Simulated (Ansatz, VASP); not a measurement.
## Al: VASP beside Ansatz

```
CELL_PARAMETERS angstrom
2.79358 0.00000 0.00000
-1.39679 2.41931 0.00000
0.00000 0.00000 4.83419
ATOMIC_POSITIONS crystal
Al 0.33333 0.66667 0.25000
Al 0.66667 0.33333 0.75000
```

This isn't the form of Al at room conditions, which is fcc.

Alike in both runs: task single point; functional LDA; k mesh 11 × 11 × 6; occupations fermi-dirac, width 0.05 eV; no spin polarisation.

|  | VASP | Ansatz |
| --- | --- | --- |
| version | VASP 6.6.1 | Ansatz 0.2.0 |
| potentials or method | VASP PAW LDA potentials, release 64 (Al) | Ansatz PAW |
| plane-wave cutoff (eV) | 520 | 420 |
| valence electrons in the cell | 6 | 6 |

|  | VASP | Ansatz | Ansatz less VASP |
| --- | --- | --- | --- |
| gap on the k mesh at the Fermi level (eV) | none | none | - |
| pressure (GPa) | -1.5 | -1.6 | -0.07 |
| largest component of the traceless stress (GPa) | 2.97 | 2.95 | -0.025 |

A gap of «none» marks a metal or a gap that the smearing closes.

Caveats: the PAW data sets come from PBE, with cores solved anew for the run's functional, which leaves a small shift of forces and pressure (Ansatz).
